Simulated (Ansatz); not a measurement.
Crystal: TiO2.

```
CELL_PARAMETERS angstrom
-4.35076 4.35076 1.88756
4.35076 -4.35076 1.88756
4.35076 4.35076 -1.88756
ATOMIC_POSITIONS crystal
Ti 0.29228 0.99714 0.28943
Ti 0.00286 0.29228 0.29514
Ti 0.99714 0.70772 0.70486
Ti 0.70772 0.00286 0.71057
O 0.49886 0.84922 0.34808
O 0.16166 0.15960 0.32126
O 0.15078 0.49886 0.64965
O 0.15960 0.83834 0.99794
O 0.84040 0.16166 0.00206
O 0.84922 0.50114 0.35035
O 0.83834 0.84040 0.67874
O 0.50114 0.15078 0.65192
```

Measurements of this composition are mostly on another form, of space group No. 141.

Base run:

```yaml
Program: Ansatz 0.2.0
Functional: revPBE
Potentials_or_basis: Ansatz PAW
Cutoff: "420 eV (not typed: the program's choice for these potentials)"
k_mesh: 8 × 8 × 8
Occupations: fermi-dirac, width 0.05 eV
Spin: no spin polarisation
```

Its results: band gap on the k mesh 1.68 eV, indirect (least direct gap 2.36 eV); pressure 6.4 GPa; largest force 0.191 eV/Å.

Problem. The run is repeated on the same cell with these changes: functional from revPBE to PBE; k mesh from 8 × 8 × 8 to 6 × 6 × 6. What comes out?

Solution. Band gap on the k mesh 1.64 eV, indirect (least direct gap 2.33 eV); pressure 3.2 GPa; largest force 0.192 eV/Å.

Several settings changed at once, so the effect can't be laid on one alone.

Caveats: the PAW data sets come from PBE, with cores solved anew for the run's functional, which leaves a small shift of forces and pressure (some runs).
